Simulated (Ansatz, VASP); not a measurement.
# Cross-check of SiGe3 (random alloy of the diamond Si-Ge line, x = 0.75) between VASP and Ansatz, part 2 of 2

One calculation is typed for both programs; each brings its own data sets. How far apart do they land? Of the first pair: The structure shown is the start of the Ansatz relaxation below; VASP solves that cell, so the two are compared at the walk's first step.

VASP 6.6.1 and Ansatz 0.2.0.

So far: Set-up; Ansatz: relaxation, PBE.

## (3) VASP: single point, PBE, start cell, pair 1

Level of this step: PBE; plane waves and PAW (Ge_d, Si) (VASP).

The same cell, functional and mesh now go to VASP, with its own data sets.

Lines of VASP's logs that name or quote its potential files are left out, and so is its time.

INCAR

```
SYSTEM = SiGe3
PREC = Accurate
ENCUT = 410
EDIFF = 1E-06
NELM = 120
ISMEAR = 0
SIGMA = 0.01
LREAL = Auto
ALGO = Normal
GGA = PE
NBANDS = 432
LORBIT = 11
LWAVE = .FALSE.
LCHARG = .FALSE.
ISIF = 2
LASPH = .TRUE.
GGA_COMPAT = .FALSE.
EFERMI = MIDGAP
NCORE = 2
```

POSCAR

```
SiGe3
1.0
   11.3745000000      0.0000000000      0.0000000000
    0.0000000000     11.3745000000      0.0000000000
    0.0000000000      0.0000000000     11.3745000000
Ge Si
48 16
Direct
    0.9992702976      0.9999032925      0.9962371972
    0.1233988307      0.3759725702      0.3790320454
    0.2500681349      0.9980306827      0.2509472944
    0.3739505033      0.1249725263      0.3770715196
    0.2486878544      0.2500241769      0.9984614708
    0.3747241637      0.3754538661      0.1232581652
    0.9994021715      0.9995780034      0.4988790716
    0.9995340455      0.2539188536      0.7457206910
    0.1252011077      0.3756472812      0.8773924129
    0.2508769616      0.9985230120      0.7500021979
    0.3744076663      0.3760692778      0.6250824212
    0.9985405952      0.5001538529      0.0017583190
    0.1243307398      0.6243439272      0.1248670271
    0.0007560772      0.7522528463      0.2488812695
    0.1258868522      0.8753791375      0.3717262297
    0.3755681568      0.6214075344      0.3750758275
    0.2488109367      0.7474702185      0.0009231175
    0.9993318388      0.5001186865      0.4980702448
    0.1277858367      0.6203173766      0.6248362565
    0.2492856829      0.4975691239      0.7524023034
    0.3771418524      0.6241856785      0.8756165106
    0.2506659633      0.7509956482      0.5003560596
    0.5006725570      0.9996219614      0.0020572333
    0.6208800387      0.1270385511      0.1256758539
    0.4980087037      0.2507626709      0.2494703064
    0.6295485516      0.3782320102      0.3757703635
    0.7487362082      0.9989713834      0.2494263484
    0.8740076487      0.1234076223      0.3739592949
    0.7495098686      0.2490922678      0.9987691767
    0.8733658622      0.3794804167      0.1224141721
    0.4982021188      0.0007560772      0.4994329421
    0.5013231351      0.2482482746      0.7519539320
    0.6218998637      0.3748032881      0.8741219394
    0.8767857928      0.1223877973      0.8764868785
    0.7508813574      0.2502175920      0.4975075828
    0.5057716823      0.5017099653      0.0031473911
    0.6242472197      0.6262165370      0.1262297244
    0.5010593872      0.7500109895      0.2496021803
    0.6213635764      0.8760736736      0.3757439887
    0.7519715152      0.4995208581      0.2530572772
    0.7491757879      0.7477867159      0.0002197899
    0.8763286298      0.8754230955      0.1258692690
    0.5072222955      0.5014374258      0.5026858323
    0.4993626093      0.7484636687      0.7506967339
    0.6244494263      0.8739636907      0.8770231659
    0.7523495538      0.5005318915      0.7492021627
    0.8758978417      0.6264627017      0.8761088399
    0.7474438437      0.7494131610      0.5006285991
    0.1278825443      0.1218515100      0.1235219131
    0.0008791595      0.2478086949      0.2481427755
    0.1229065014      0.1225020880      0.6247307574
    0.3759461954      0.1244538221      0.8763637962
    0.2467185371      0.2530396941      0.5025803332
    0.2492593081      0.4997670227      0.2499274693
    0.3762890677      0.8738494000      0.1264758891
    0.0012220317      0.7464240186      0.7496681173
    0.1248582355      0.8764517122      0.8771902062
    0.3774671414      0.8719416238      0.6268319487
    0.6257505824      0.1264143479      0.6272187788
    0.7481295881      0.0010374082      0.7496769089
    0.8745615192      0.3722801002      0.6213372016
    0.8742098554      0.6227878148      0.3766495231
    0.6215130335      0.6256362917      0.6263572025
    0.8760912568      0.8766890852      0.6263308277
```

KPOINTS

```
Automatic mesh
0
Gamma
1 1 1
0 0 0
```

PAW data sets: Ge_d and Si (PBE family, release 64).

Launch:

```bash
$ mpirun -np 8 vasp_gam
```

Numbers of over 12 decimals in the logs are rounded to 6 here.

Log:

```text
[banner, memory and clock lines left out]
running    8 mpi-ranks, on    1 nodes
[...]
LDA part: xc-table for (Slater+PW92), standard interpolation
 POSCAR, INCAR and KPOINTS ok, starting setup
[...]
entering main loop
       N       E                     dE             d eps       ncg     rms          rms(c)
DAV:   1     0.141760220197E+05    0.14176E+05   -0.25481E+05   936   0.437E+03
DAV:   2     0.313989507179E+04   -0.11036E+05   -0.10662E+05   864   0.101E+03
DAV:   3     0.275304091564E+03   -0.28646E+04   -0.27291E+04   904   0.289E+02
DAV:   4    -0.251954700217E+03   -0.52726E+03   -0.48154E+03  1016   0.119E+02
[...]
DAV:  15    -0.293464911184E+03   -0.14387E-04   -0.11398E-04  1392   0.500E-02    0.340E-03
DAV:  16    -0.293464923186E+03   -0.12002E-04   -0.11522E-04   832   0.337E-02    0.476E-03
DAV:  17    -0.293464922829E+03    0.35707E-06   -0.16954E-06   576   0.185E-02
   1 F= -.29346492E+03 E0= -.29346492E+03  d E =-.211543E-36
```

Parts of OUTCAR (step 3):

```text
  Total       -4.3560480     -4.4231145     -4.2537568     -1.2218762      0.4728506      0.0396366
  in kB       -4.7424886     -4.8155047     -4.6311227     -1.3302732      0.5147989      0.0431529
  external PRESSURE =      -4.7297053 kB  Pullay stress =       0.0000000 kB

 POSITION                                       TOTAL-FORCE (eV/Angst)
 -----------------------------------------------------------------------------------
     11.36620     11.37340     11.33170         0.712572     -0.173925      0.638238
      1.40360      4.27650      4.31130         0.307022     -0.475027     -0.948563
      2.84440     11.35210      2.85440         0.335376      0.229446     -0.647771
      4.25350      1.42150      4.28900        -0.521055      0.539319      0.128494
      2.82870      2.84390     11.35700         0.283943     -0.621361      0.169437
      4.26230      4.27060      1.40200        -0.280633      0.337794      0.270210
     11.36770     11.36970      5.67450         0.073248     -0.077939      0.414076
     11.36920      2.88820      8.48220         0.069732     -0.538977      0.053609
      1.42410      4.27280      9.97990        -0.373350     -0.079521     -0.241368
      2.85360     11.35770      8.53090         0.013906      0.058241      0.034923
      4.25870      4.27760      7.11000         0.100480     -0.394376     -0.119586
     11.35790      5.68900      0.02000         0.229259      0.211348     -0.275850
      1.41420      7.10160      1.42030         0.204174     -0.232211      0.425143
      0.00860      8.55650      2.83090        -0.371633     -0.696167      0.408582
[...]
-----------------------------------------------------------------------------------
    total drift:                               -0.002481      0.004145      0.000273

  FREE ENERGIE OF THE ION-ELECTRON SYSTEM (eV)
  ---------------------------------------------------
  free  energy   TOTEN  =      -293.4649228287 eV

  energy  without entropy=     -293.4649228287  energy(sigma->0) =     -293.46492283

[... 2 further parts left out ...]
```

The run ends at a pressure of -0.47 GPa, with forces up to 1.2 eV/Å.

## (4) Side by side

Known differences besides the potentials themselves: fixed occupations in Ansatz, narrow Gaussian smearing in VASP; the cutoff is 420 eV in Ansatz and 410 eV in VASP (PREC = Accurate, projectors in real space). Total energies have different zeros and are not compared.

Forces on 10 of the 64 atoms, those with the largest forces and the largest differences (eV/Å; atoms numbered as in POSCAR):

| atom | Ansatz x, y, z | VASP x, y, z |
| --- | --- | --- |
| Ge1 | 0.710, -0.174, 0.639 | 0.713, -0.174, 0.638 |
| Ge2 | 0.306, -0.474, -0.948 | 0.307, -0.475, -0.949 |
| Ge14 | -0.372, -0.697, 0.409 | -0.372, -0.696, 0.409 |
| Ge18 | -0.567, -0.020, 0.410 | -0.571, -0.020, 0.407 |
| Ge30 | 0.250, -1.000, 0.589 | 0.253, -1.000, 0.588 |
| Ge31 | 0.127, -0.004, 0.940 | 0.126, -0.002, 0.941 |
| Ge34 | -0.537, 0.381, -0.867 | -0.537, 0.378, -0.866 |
| Ge43 | -0.599, -0.025, -0.028 | -0.596, -0.021, -0.023 |
| Ge47 | 0.219, 0.022, -0.387 | 0.223, 0.025, -0.387 |
| Si57 | -0.128, -0.671, -0.583 | -0.127, -0.670, -0.583 |

The forces differ by 1.7 meV/Å r.m.s., which is 0.5 % of the r.m.s. force of 0.356 eV/Å (both taken over all components).

## (5) Ansatz: relaxation, PBE

This run makes the geometry at which the two programs are then compared. The cell compared in this pair holds 1465.20 Å³, against 1471.62 Å³ for the pair before.

The structure compared here is the end of the Ansatz relaxation.

input.yaml

```yaml
crystal:
  lattice:
    - [11.3745, 0.0, 0.0]
    - [0.0, 11.3745, 0.0]
    - [0.0, 0.0, 11.3745]
  atoms:
    - { symbol: Ge, position: [0.99927, 0.9999, 0.99624] }
    - { symbol: Si, position: [0.12788, 0.12185, 0.12352] }
    - { symbol: Si, position: [0.00088, 0.24781, 0.24814] }
    - { symbol: Ge, position: [0.1234, 0.37597, 0.37903] }
    - { symbol: Ge, position: [0.25007, 0.99803, 0.25095] }
    - { symbol: Ge, position: [0.37395, 0.12497, 0.37707] }
    - { symbol: Ge, position: [0.24869, 0.25002, 0.99846] }
    - { symbol: Ge, position: [0.37472, 0.37545, 0.12326] }
    - { symbol: Ge, position: [0.9994, 0.99958, 0.49888] }
    - { symbol: Si, position: [0.12291, 0.1225, 0.62473] }
    - { symbol: Ge, position: [0.99953, 0.25392, 0.74572] }
    - { symbol: Ge, position: [0.1252, 0.37565, 0.87739] }
    - { symbol: Ge, position: [0.25088, 0.99852, 0.75] }
    - { symbol: Si, position: [0.37595, 0.12445, 0.87636] }
    - { symbol: Si, position: [0.24672, 0.25304, 0.50258] }
    - { symbol: Ge, position: [0.37441, 0.37607, 0.62508] }
    - { symbol: Ge, position: [0.99854, 0.50015, 0.00176] }
    - { symbol: Ge, position: [0.12433, 0.62434, 0.12487] }
    - { symbol: Ge, position: [0.00076, 0.75225, 0.24888] }
    - { symbol: Ge, position: [0.12589, 0.87538, 0.37173] }
    - { symbol: Si, position: [0.24926, 0.49977, 0.24993] }
    - { symbol: Ge, position: [0.37557, 0.62141, 0.37508] }
    - { symbol: Ge, position: [0.24881, 0.74747, 0.00092] }
    - { symbol: Si, position: [0.37629, 0.87385, 0.12648] }
    - { symbol: Ge, position: [0.99933, 0.50012, 0.49807] }
    - { symbol: Ge, position: [0.12779, 0.62032, 0.62484] }
    - { symbol: Si, position: [0.00122, 0.74642, 0.74967] }
    - { symbol: Si, position: [0.12486, 0.87645, 0.87719] }
    - { symbol: Ge, position: [0.24929, 0.49757, 0.7524] }
    - { symbol: Ge, position: [0.37714, 0.62419, 0.87562] }
    - { symbol: Ge, position: [0.25067, 0.751, 0.50036] }
    - { symbol: Si, position: [0.37747, 0.87194, 0.62683] }
    - { symbol: Ge, position: [0.50067, 0.99962, 0.00206] }
    - { symbol: Ge, position: [0.62088, 0.12704, 0.12568] }
    - { symbol: Ge, position: [0.49801, 0.25076, 0.24947] }
    - { symbol: Ge, position: [0.62955, 0.37823, 0.37577] }
    - { symbol: Ge, position: [0.74874, 0.99897, 0.24943] }
    - { symbol: Ge, position: [0.87401, 0.12341, 0.37396] }
    - { symbol: Ge, position: [0.74951, 0.24909, 0.99877] }
    - { symbol: Ge, position: [0.87337, 0.37948, 0.12241] }
    - { symbol: Ge, position: [0.4982, 0.00076, 0.49943] }
    - { symbol: Si, position: [0.62575, 0.12641, 0.62722] }
    - { symbol: Ge, position: [0.50132, 0.24825, 0.75195] }
    - { symbol: Ge, position: [0.6219, 0.3748, 0.87412] }
    - { symbol: Si, position: [0.74813, 0.00104, 0.74968] }
    - { symbol: Ge, position: [0.87679, 0.12239, 0.87649] }
    - { symbol: Ge, position: [0.75088, 0.25022, 0.49751] }
    - { symbol: Si, position: [0.87456, 0.37228, 0.62134] }
    - { symbol: Ge, position: [0.50577, 0.50171, 0.00315] }
    - { symbol: Ge, position: [0.62425, 0.62622, 0.12623] }
    - { symbol: Ge, position: [0.50106, 0.75001, 0.2496] }
    - { symbol: Ge, position: [0.62136, 0.87607, 0.37574] }
    - { symbol: Ge, position: [0.75197, 0.49952, 0.25306] }
    - { symbol: Si, position: [0.87421, 0.62279, 0.37665] }
    - { symbol: Ge, position: [0.74918, 0.74779, 0.00022] }
    - { symbol: Ge, position: [0.87633, 0.87542, 0.12587] }
    - { symbol: Ge, position: [0.50722, 0.50144, 0.50269] }
    - { symbol: Si, position: [0.62151, 0.62564, 0.62636] }
    - { symbol: Ge, position: [0.49936, 0.74846, 0.7507] }
    - { symbol: Ge, position: [0.62445, 0.87396, 0.87702] }
    - { symbol: Ge, position: [0.75235, 0.50053, 0.7492] }
    - { symbol: Ge, position: [0.8759, 0.62646, 0.87611] }
    - { symbol: Ge, position: [0.74744, 0.74941, 0.50063] }
    - { symbol: Si, position: [0.87609, 0.87669, 0.62633] }
kpoints:
  mp_grid: { grid: [1, 1, 1] }
hamiltonian:
  xc: pbe
scf:
  occupations: { method: fixed }
output:
  forces: true
relax:
  f_tol: 0.05
  max_steps: 150
  cell: {}
```

Launch:

```bash
$ ansatz run input.yaml --threads 4 --pin off --max-ram 8192MiB --backend cpu --events-out ev --progress --plain --runs-dir out
```

Log:

```text
[...]
Crystal: 64 atoms, lattice volume = 1471.624 Å³
Basis set: ecut = 420 eV, 28671 PW (Γ), exchange–correlation on 160×160×160 points (8 copies of the dense FFT grid, shifted against one another)
Bands: 442, of which v1, the nominal top of the filled ones, is band 368 counted from 1 (367 counted from 0)
Symmetry: 1 space group operations
[...]
k-points: 1
[...]
- { symbol: Si, position: [0.874686, 0.374890, 0.624070] }
[...]
- { symbol: Si, position: [0.874823, 0.624541, 0.377750] }
[...]
- { symbol: Si, position: [0.625683, 0.624926, 0.624090] }
[...]
- { symbol: Ge, position: [0.625894, 0.877821, 0.870812] }
    - { symbol: Ge, position: [0.750713, 0.500349, 0.745426] }
    - { symbol: Ge, position: [0.877698, 0.627570, 0.871751] }
    - { symbol: Ge, position: [0.753241, 0.748210, 0.503960] }
    - { symbol: Si, position: [0.875519, 0.875653, 0.629445] }
[key lines of the parts left out:]
P = ⅓ Tr σ = 0.0009 GPa (0.009 kbar)
```

## (6) VASP: single point, PBE, relaxed cell, pair 2

The same cell, functional and mesh now go to VASP, with its own data sets.

Edit INCAR of step 3 so:

```diff
@@ -2,3 +2,3 @@
 PREC = Accurate
-ENCUT = 410
+ENCUT = 500
 EDIFF = 1E-06
```

POSCAR

```
SiGe3
1.0
   11.3583070000      0.0008900000      0.0002870000
    0.0008900000     11.3601250000     -0.0005660000
    0.0002870000     -0.0005660000     11.3553760000
Ge Si
48 16
Direct
    0.0034700000      0.9997400000      0.9989200000
    0.1261300000      0.3716500000      0.3739100000
    0.2488100000      0.0007600000      0.2471600000
    0.3725100000      0.1253800000      0.3785700000
    0.2493000000      0.2458100000      0.0006600000
    0.3722100000      0.3758600000      0.1270000000
    0.0006400000      0.0003200000      0.5054000000
    0.0000200000      0.2497900000      0.7442400000
    0.1246800000      0.3727000000      0.8743000000
    0.2495100000      0.9997600000      0.7492200000
    0.3729600000      0.3709800000      0.6237700000
    0.0011800000      0.4997500000      0.9999700000
    0.1272000000      0.6232900000      0.1279600000
    0.9984200000      0.7469000000      0.2539800000
    0.1247300000      0.8755700000      0.3764600000
    0.3727300000      0.6237400000      0.3739800000
    0.2489600000      0.7535500000      0.9995400000
    0.9968700000      0.4990300000      0.4998600000
    0.1212300000      0.6287200000      0.6273900000
    0.2488700000      0.4999300000      0.7498000000
    0.3753500000      0.6266500000      0.8738800000
    0.2515700000      0.7523100000      0.5026900000
    0.4959700000      0.9996000000      0.9986800000
    0.6229900000      0.1245700000      0.1251800000
    0.4990000000      0.2510000000      0.2526000000
    0.6265200000      0.3753200000      0.3778600000
    0.7506300000      0.0004000000      0.2510200000
    0.8784600000      0.1268400000      0.3753300000
    0.7510400000      0.2485600000      0.9996400000
    0.8784200000      0.3723100000      0.1277000000
    0.5002000000      0.0000900000      0.5056000000
    0.4996200000      0.2433900000      0.7506600000
    0.6251200000      0.3740800000      0.8735900000
    0.8745000000      0.1221000000      0.8704700000
    0.7505500000      0.2488100000      0.5050200000
    0.4994700000      0.4998200000      0.0002000000
    0.6257400000      0.6258100000      0.1251600000
    0.4966200000      0.7525000000      0.2477700000
    0.6250200000      0.8742100000      0.3774200000
    0.7529900000      0.5014300000      0.2531400000
    0.7504200000      0.7514400000      0.9979100000
    0.8764600000      0.8744400000      0.1254000000
    0.5007300000      0.5012600000      0.5020200000
    0.5010300000      0.7504000000      0.7448500000
    0.6258900000      0.8778200000      0.8708100000
    0.7507100000      0.5003500000      0.7454300000
    0.8777000000      0.6275700000      0.8717500000
    0.7532400000      0.7482100000      0.5039600000
    0.1237500000      0.1251600000      0.1253700000
    0.0038000000      0.2470000000      0.2486100000
    0.1270800000      0.1260100000      0.6238000000
    0.3729000000      0.1227100000      0.8752900000
    0.2471000000      0.2474400000      0.5012600000
    0.2494000000      0.4984000000      0.2516000000
    0.3729600000      0.8767500000      0.1234400000
    0.9997200000      0.7560300000      0.7511400000
    0.1241800000      0.8750100000      0.8728800000
    0.3752300000      0.8757100000      0.6260000000
    0.6277800000      0.1215000000      0.6280300000
    0.7507900000      0.9989400000      0.7462800000
    0.8746900000      0.3748900000      0.6240700000
    0.8748200000      0.6245400000      0.3777500000
    0.6256800000      0.6249300000      0.6240900000
    0.8755200000      0.8756500000      0.6294500000
```

KPOINTS is that of step 3.

Launch:

```bash
$ mpirun -np 8 vasp_gam
```

Log:

```text
[... set-up lines as in an earlier step ...]
 entering main loop
       N       E                     dE             d eps       ncg     rms          rms(c)
DAV:   1     0.156031416243E+05    0.15603E+05   -0.27911E+05   952   0.484E+03
DAV:   2     0.359055053964E+04   -0.12013E+05   -0.11553E+05   864   0.116E+03
DAV:   3     0.457404317681E+03   -0.31331E+04   -0.29909E+04   872   0.320E+02
DAV:   4    -0.226695192650E+03   -0.68410E+03   -0.61878E+03   992   0.135E+02
[...]
DAV:  15    -0.294457103519E+03   -0.11492E-04   -0.85011E-05  1360   0.528E-02    0.408E-03
DAV:  16    -0.294457116686E+03   -0.13167E-04   -0.11532E-04   928   0.310E-02    0.509E-03
DAV:  17    -0.294457116722E+03   -0.36220E-07   -0.62580E-06   744   0.211E-02
   1 F= -.29445712E+03 E0= -.29445712E+03  d E =-.112345E-58
```

Parts of OUTCAR (step 6):

```text
  Total       -0.7732158     -0.8248127     -0.7265785      0.0006049      0.0012505     -0.0006380
  in kB       -0.8454990     -0.9019193     -0.7945019      0.0006614      0.0013674     -0.0006977
  external PRESSURE =      -0.8473067 kB  Pullay stress =       0.0000000 kB

 POSITION                                       TOTAL-FORCE (eV/Angst)
 -----------------------------------------------------------------------------------
      0.04059     11.35661     11.34255         0.003261     -0.001302     -0.002009
      1.43306      4.22189      4.24571         0.004602     -0.002807     -0.001885
      2.82613      0.00872      2.80667        -0.000354      0.000267     -0.006456
      4.23130      1.42445      4.29884        -0.003868      0.004849      0.001165
      2.83184      2.79265      0.00743        -0.000583     -0.003392      0.000030
      4.22805      4.27008      1.44203        -0.002330      0.002610      0.005183
      0.00741      0.00335      5.73901         0.001751     -0.000047      0.002667
      0.00066      2.83722      8.45098         0.001446     -0.000669     -0.001669
      1.41674      4.23353      9.92783        -0.001044      0.000958     -0.000151
      2.83512     11.35720      8.50718         0.000708      0.000156     -0.002178
      4.23670      4.21436      7.08304        -0.002999     -0.002176     -0.003569
      0.01413      5.67666     11.35475         0.002207     -0.002863     -0.001121
      1.44537      7.08069      1.45272         0.004169     -0.004072      0.003640
     11.34110      8.48562      2.88390        -0.001785     -0.002550      0.003128
[...]
-----------------------------------------------------------------------------------
    total drift:                               -0.004303      0.008076     -0.000876

  FREE ENERGIE OF THE ION-ELECTRON SYSTEM (eV)
  ---------------------------------------------------
  free  energy   TOTEN  =      -294.4571167224 eV

  energy  without entropy=     -294.4571167224  energy(sigma->0) =     -294.45711672

[... 1 part as in an earlier step ...]

[... 1 further part left out ...]
```

The run ends at a pressure of -0.08 GPa, with forces up to 0.0085 eV/Å.

## (7) Comparison

What differs besides the data sets and the points named for the pairs above, as far as they apply: the cutoff is 420 eV in Ansatz and 500 eV in VASP (PREC = Accurate, projectors in real space). Total energies have different zeros and are not compared.

Compared:

| quantity | Ansatz | VASP | difference |
| --- | --- | --- | --- |
| pressure (GPa) | 0.00 | -0.08 | +0.09 |
| gap on the k mesh (eV) | 0.226 | 0.229 | -0.003 |

At this near-relaxed geometry the largest component of a force difference is 7 meV/Å. A gap on the mesh is an upper bound, since the band edges may lie between its points.

## (8) Summary of results

| Item | Value |
| --- | --- |
| r.m.s. force difference (single point, PBE, start cell, pair 1) | 0.49 % of the r.m.s. force |
| difference in gap on the k mesh (single point, PBE, relaxed cell, pair 2) | -0.0033 eV |

In words: The r.m.s. force difference is 0.49 % of the r.m.s. force (single point, PBE, start cell, pair 1), within the 3 % picked in this series as the mark of a large difference. How closely two codes agree says nothing of how well the functional describes the real material.

[Lines on the potential files, build, host, timing and source positions are cut from VASP's logs without a mark.]

[Logs are printed without paths, hosts, clocks, repeated set-up lines and the standing remarks that a program may print on its own settings, such as how far it seeks lower states.]

[Hosts, paths, dates, database ids (printed as entryN), source tags and the programs' standing remarks are cut or masked in the printed files.]
